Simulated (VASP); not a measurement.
# Cu in VASP: relaxation of the atoms with PBEsol

Aim: the relaxation of the atoms of Cu with PBEsol.

All numbers are computed with VASP 6.6.1; they aren't measurements. Logs are shortened: lines on timing, memory, paths and dates and some standing lists are left out, and cuts for length are marked.

**1. The slab as given**

The cell holds a slab with vacuum, 5 atoms: a = 2.980 Å, b = 2.980 Å, c = 20.400 Å, α = 90.00°, β = 90.00°, γ = 90.00°.

The cell was built by a generator and needn't be a form met in nature.

**2. Relaxation of the atoms, PBEsol**

INCAR reads:

```
  PREC = Accurate
  ENCUT = 520
  EDIFF = 1E-7
  ISMEAR = 1
  SIGMA = 0.2
  LREAL = F
  LASPH = T
  NELM = 100
  ALGO = Normal
  ISIF = 2
  LWAVE = F
  LCHARG = F
  GGA = PS
  IBRION = 2
  NSW = 60
  EDIFFG = -0.005
  KPAR = 8
```

KPOINTS reads:

```
Automatic mesh
0
Gamma
  14 14 1
```

POSCAR reads:

```
Cu
1.0
    2.9797945473      0.0000000000      0.0000000000
    0.0000000000      2.9797945473      0.0000000000
    0.0000000000      0.0000000000     20.4000000000
Cu
5
Direct
    0.0000000000      0.0000000000      0.3676470588
    0.5000000000      0.5000000000      0.4338235294
    0.0000000000      0.0000000000      0.5000000000
    0.5000000000      0.5000000000      0.5661764706
    0.0000000000      0.0000000000      0.6323529412
```

Potentials or basis: VASP PAW PBE potentials, release 64 (Cu).

The run is started by

```console
$ cat potpaw_PBE.64/Cu/POTCAR > POTCAR
$ mpirun -np 8 vasp_std > vasp.out
```

OUTCAR:

```text
PREC = Accurate
   ENCUT = 520
   EDIFF = 1E-7
   ISMEAR = 1
   LREAL = F
   LASPH = T
   NELM = 100
   ISIF = 2
   GGA = PS
   IBRION = 2
   NSW = 60
   EDIFFG = -0.005

 ion  position               nearest neighbor table
   1  0.000  0.000  0.368-   2 2.50   2 2.50   2 2.50   2 2.50   3 2.70
   2  0.500  0.500  0.434-   1 2.50   3 2.50   1 2.50   3 2.50   1 2.50   3 2.50   1 2.50   3 2.50
                             4 2.70
   3  0.000  0.000  0.500-   2 2.50   4 2.50   2 2.50   4 2.50   2 2.50   4 2.50   2 2.50   4 2.50
                             1 2.70   5 2.70
   4  0.500  0.500  0.566-   3 2.50   5 2.50   3 2.50   5 2.50   3 2.50   5 2.50   3 2.50   5 2.50
                             2 2.70
   5  0.000  0.000  0.632-   4 2.50   4 2.50   4 2.50   4 2.50   3 2.70

  LATTYP: Found a simple tetragonal cell.
 ALAT       =     2.9797945473
 C/A-ratio  =     6.8461095811

  Lattice vectors:

 A1 = (   2.9797945473,   0.0000000000,   0.0000000000)
 A2 = (   0.0000000000,   2.9797945473,   0.0000000000)
 A3 = (   0.0000000000,   0.0000000000,  20.4000000000)

Analysis of symmetry for initial positions (statically):
=====================================================================
 Subroutine PRICEL returns:
 Original cell was already a primitive cell.

 Routine SETGRP: Setting up the symmetry group for a
 simple tetragonal supercell.

 Subroutine GETGRP returns: Found 16 space group operations
 (whereof 16 operations were pure point group operations)
 out of a pool of 16 trial point group operations.

The static configuration has the point symmetry D_4h.

Analysis of symmetry for dynamics (positions and initial velocities):
=====================================================================
 Subroutine PRICEL returns:
 Original cell was already a primitive cell.

 Routine SETGRP: Setting up the symmetry group for a
 simple tetragonal supercell.

 Subroutine GETGRP returns: Found 16 space group operations
 (whereof 16 operations were pure point group operations)
 out of a pool of 16 trial point group operations.

The dynamic configuration has the point symmetry D_4h.

 Subroutine INISYM returns: Found 16 space group operations
 (whereof 16 operations are pure point group operations),
 and found     1 'primitive' translations

----------------------------------------------------------------------------------------

                                     Primitive cell

  volume of cell :     181.1352

  direct lattice vectors                    reciprocal lattice vectors
     2.979794547  0.000000000  0.000000000     0.335593607  0.000000000  0.000000000
     0.000000000  2.979794547  0.000000000     0.000000000  0.335593607  0.000000000
     0.000000000  0.000000000 20.400000000     0.000000000  0.000000000  0.049019608

  length of vectors
     2.979794547  2.979794547 20.400000000     0.335593607  0.335593607  0.049019608

  position of ions in fractional coordinates (direct lattice)
     0.000000000  0.000000000  0.367647059
     0.500000000  0.500000000  0.433823529
     0.000000000  0.000000000  0.500000000
     0.500000000  0.500000000  0.566176471
     0.000000000  0.000000000  0.632352941

  ion indices of the primitive-cell ions
   primitive index   ion index
                 1           1
                 2           2
                 3           3
                 4           4
                 5           5

----------------------------------------------------------------------------------------

 KPOINTS: Automatic mesh

Automatic generation of k-mesh.
 Grid dimensions read from file:
 generate k-points for:   14   14    1

 Generating k-lattice:

  Cartesian coordinates                     Fractional coordinates (reciprocal lattice)
     0.023970972  0.000000000  0.000000000     0.071428571  0.000000000  0.000000000
     0.000000000  0.023970972  0.000000000     0.000000000  0.071428571  0.000000000
     0.000000000  0.000000000  0.049019608     0.000000000  0.000000000  1.000000000

  Length of vectors
     0.023970972  0.023970972  0.049019608

  Shift w.r.t. Gamma in fractional coordinates (k-lattice)
     0.000000000  0.000000000  0.000000000

 Subroutine IBZKPT returns following result:
 ===========================================

 Found     36 irreducible k-points:

 Following reciprocal coordinates:
            Coordinates               Weight
  0.000000  0.000000  0.000000      1.000000
  0.071429  0.000000  0.000000      4.000000
  0.142857  0.000000  0.000000      4.000000
  0.214286  0.000000  0.000000      4.000000
  0.285714  0.000000  0.000000      4.000000
  0.357143  0.000000  0.000000      4.000000
[... 16 lines left out ...]
  0.285714  0.214286  0.000000      8.000000
  0.357143  0.214286  0.000000      8.000000
 [... further k-points ...]
   k-points           NKPTS =     36   k-points in BZ     NKDIM =     36   number of bands    NBANDS=     33
   number of dos      NEDOS =    301   number of ions     NIONS =      5
   total plane-waves  NPLWV =  92160
   dimension x,y,z NGX =    24 NGY =   24 NGZ =  160
   dimension x,y,z NGXF=    48 NGYF=   48 NGZF=  320
   ions per type =               5
   NGX,Y,Z   is equivalent  to a cutoff of  13.39, 13.39, 13.04 a.u.
   NGXF,Y,Z  is equivalent  to a cutoff of  26.78, 26.78, 26.08 a.u.
 SYSTEM =  unknown system
   PREC   = accura    normal or accurate (medium, high low for compatibility)
   ISTART =      0    job   : 0-new  1-cont  2-samecut
   ICHARG =      2    charge: 1-file 2-atom 10-const
   ISPIN  =      1    spin polarized calculation?
   LNONCOLLINEAR =      F non collinear calculations
   LSORBIT =      F    spin-orbit coupling
   LASPH  =      T    aspherical Exc in radial PAW
   ENCUT  =  520.0 eV  38.22 Ry    6.18 a.u.   5.54  5.54 37.93*2*pi/ulx,y,z
   NELM   =    100;   NELMIN=  2; NELMDL= -5     # of ELM steps
   EDIFF  = 0.1E-06   stopping-criterion for ELM
   LREAL  =      F    real-space projection
   EDIFFG = -.5E-02   stopping-criterion for IOM
   NSW    =     60    number of steps for IOM
   IBRION =      2    ionic relax: 0-MD 1-quasi-New 2-CG
   NFREE  =      1    steps in history (QN), initial steepest desc. (CG)
   ISIF   =      2    stress and relaxation
   ISYM   =      2    0-nonsym 1-usesym 2-fastsym
   POTIM  = 0.5000    time-step for ionic-motion
   TEBEG  =    0.0;   TEEND  =   0.0 temperature during run
   PSTRESS=    0.0 pullay stress
   NELECT =      55.0000    total number of electrons
   NUPDOWN=      -1.0000    fix difference up-down
   EMIN   =  10.00;   EMAX   =-10.00  energy-range for DOS
   EFERMI =   0.00;   METHOD = LEGACY
   ISMEAR =     1;   SIGMA  =   0.20  broadening in eV -4-tet -1-fermi 0-gaus
   EFERMI_NEDOS =   21; number of points for ismear=-14 and -15
   IALGO  =     38    algorithm
   IMIX   =      4    mixing-type and parameters
     AMIX     =   0.40;   BMIX     =  1.00
     AMIX_MAG =   1.60;   BMIX_MAG =  1.00
  volume/ion in A,a.u.               =      36.23       244.47
  Fermi-wavevector in a.u.,A,eV,Ry     =   1.100343  2.079347 16.473321  1.210755
  Thomas-Fermi vector in A             =   2.236753
   LORBIT       =      0    0 simple, 1 ext, 2 COOP (PROOUT), +10 PAW based schemes
   GGA     = PS    functional components
   LHFCALC =     F    Hartree Fock is set to
   AEXX    =    0.0000 exact exchange contribution
   IVDW    =     0    specifies the selected vdW correction
   LEPSILON=     F    determine dielectric tensor
   LRPA    =     F    only Hartree local field effects (RPA)
 conjugate gradient relaxation of ions
 non-spin polarized calculation
 Methfessel and Paxton  Order N= 1 SIGMA  =   0.20
  energy-cutoff  :      520.00
  volume of cell :      181.14
 maximum number of plane-waves:      4919
 NGX is ok and might be reduce to    24
   NGX = 11   NGY = 11   NGZ = 75

--------------------------------------- Ionic step        1  -------------------------------------------

 number of electron      55.0000067 magnetization

 Free energy of the ion-electron system (eV)
  ---------------------------------------------------
  ext. energy  EPLUGINS =         0.00000000
  ---------------------------------------------------
  free energy    TOTEN  =       -19.15559677 eV

  energy without entropy =      -19.15353449  energy(sigma->0) =      -19.15490934

------------------------ aborting loop because EDIFF is reached ----------------------------------------

  FORCE on cell =-STRESS in cart. coord.  units (eV):
  Direction    XX          YY          ZZ          XY          YZ          ZX
  --------------------------------------------------------------------------------------
  -------------------------------------------------------------------------------------
  Total       -5.0933261     -5.0933261     -2.7449786      0.0000000     -0.0000000     -0.0000000
  in kB      -45.0515002    -45.0515002    -24.2798913      0.0000000     -0.0000000     -0.0000000
  external PRESSURE =     -38.1276306 kB  Pullay stress =       0.0000000 kB
[... 258 lines left out ...]
  energy  without entropy=      -19.2485666156  energy(sigma->0) =      -19.25059475

--------------------------------------- Ionic step        8  -------------------------------------------

 number of electron      55.0000071 magnetization

 Free energy of the ion-electron system (eV)
  ---------------------------------------------------
  ext. energy  EPLUGINS =         0.00000000
  ---------------------------------------------------
  free energy    TOTEN  =       -19.25161519 eV

  energy without entropy =      -19.24862716  energy(sigma->0) =      -19.25061918

 E-fermi :  -0.4295     XC(G=0):  -5.1140

 val. band max:       -0.4295944902   @ k =   0.5000   0.4286   0.0000
 cond. band min:      -0.4052795325   @ k =   0.4286   0.2143   0.0000
 fundamental gap:      0.0243149577
 Fermi energy:        -0.4294855256

 k-point     1 :       0.0000    0.0000    0.0000
  band No.  band energies     occupation
      1      -9.2777      2.00000
      2      -7.2995      2.00000
      3      -5.1176      2.00000
      4      -4.9962      2.00000
      5      -4.5537      2.00000
      6      -4.3090      2.00000
[... 853 lines left out ...]
     32       4.3589      0.00000
     33       5.8249      0.00000

 [... further k-points ...]

------------------------ aborting loop because EDIFF is reached ----------------------------------------

  FORCE on cell =-STRESS in cart. coord.  units (eV):
  Direction    XX          YY          ZZ          XY          YZ          ZX
  --------------------------------------------------------------------------------------
  -------------------------------------------------------------------------------------
  Total       -2.8349504     -2.8349504     -0.0159803      0.0000000      0.0000000     -0.0000000
  in kB      -25.0757100    -25.0757100     -0.1413489      0.0000000      0.0000000     -0.0000000
  external PRESSURE =     -16.7642563 kB  Pullay stress =       0.0000000 kB
[... 20 lines left out ...]
  FREE ENERGIE OF THE ION-ELECTRON SYSTEM (eV)
  ---------------------------------------------------
  free  energy   TOTEN  =       -19.2516151883 eV

  energy  without entropy=      -19.2486271604  energy(sigma->0) =      -19.25061918

 reached required accuracy - stopping structural energy minimisation
```

Run time: 4.7 min. Hardware: 8 MPI ranks of Intel Xeon Platinum 8259CL at 2.50GHz (Skylake/Cascade Lake), shared host; peak memory 0.44 GiB.

What came out:

```yaml
Free_energy: -19.2516 eV
Energy_gained_by_relaxing: 19.2 meV/atom
Ionic_steps: 8
Band_gap_on_the_k_mesh: none (metal or under the smearing width)
```

Forces on the atoms (eV/Å):
```
Cu   0.000  0.000 -0.001
Cu   0.000  0.000 -0.002
Cu   0.000  0.000  0.000
Cu   0.000  0.000  0.002
Cu   0.000  0.000  0.001
```

The path:
```csv
step,energy change (eV),largest force (eV/Å),pressure (GPa)
1,0.0000,0.5710,-3.81
2,-0.0297,0.4623,-3.53
3,-0.0705,0.2945,-2.53
4,-0.0835,0.2106,-2.29
5,-0.0958,0.0397,-1.61
6,-0.0960,0.0066,-1.71
7,-0.0960,0.0066,-1.70
8,-0.0960,0.0020,-1.68
```

Final structure:
```yaml
crystal:
  lattice:
    - [2.97979, 0.00000, 0.00000]
    - [0.00000, 2.97979, 0.00000]
    - [0.00000, 0.00000, 20.40000]
  atoms:
    - { symbol: Cu, position: [0.00000, 0.00000, 0.37578] }
    - { symbol: Cu, position: [0.50000, 0.50000, 0.43567] }
    - { symbol: Cu, position: [0.00000, 0.00000, 0.50000] }
    - { symbol: Cu, position: [0.50000, 0.50000, 0.56433] }
    - { symbol: Cu, position: [0.00000, 0.00000, 0.62422] }
```

Caveat: the PAW data sets were made with another functional, which shifts forces and pressure a little.
